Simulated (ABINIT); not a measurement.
The system is C.

```
CELL_PARAMETERS angstrom
0.00000 1.78337 1.78337
1.78337 0.00000 1.78337
1.78337 1.78337 0.00000
ATOMIC_POSITIONS crystal
C 0.75000 0.75000 0.75000
C 0.50000 0.50000 0.50000
```

This isn't the form of C at room conditions, which is graphite.

Program: ABINIT 10.8.3 (patched build). Alike in all runs: no spin polarisation; cell as given.

Question: Order these runs on this cell by their band gap on the k mesh, lowest first.
A. level PBE; potentials or basis SG15 NC PBE v1.2; k mesh 8 × 8 × 8; cutoff (eV) 816; smearing fixed
B. level TB-mBJ; potentials or basis JTH PAW LDA v2.0; k mesh 13 × 13 × 13; cutoff (eV) 626; smearing fermi-dirac 0.05 eV; fine-grid cutoff 1224.51 eV
C. level HSE06; potentials or basis SG15 NC PBE v1.2; k mesh 8 × 8 × 8; cutoff (eV) 816; smearing fixed; most SCF steps 60

Answer: A (4.18 eV), B (5.13 eV), C (5.37 eV).

Caveats: the constant c of TB-mBJ comes from the pseudo density here, which moves gaps by up to 0.3 eV between sets of potentials (some runs); the atomic spheres overlap (some runs); Libxc's HSE differs a little from that of other programs (some runs).

A k mesh can miss the band edges, odd and even meshes differently.
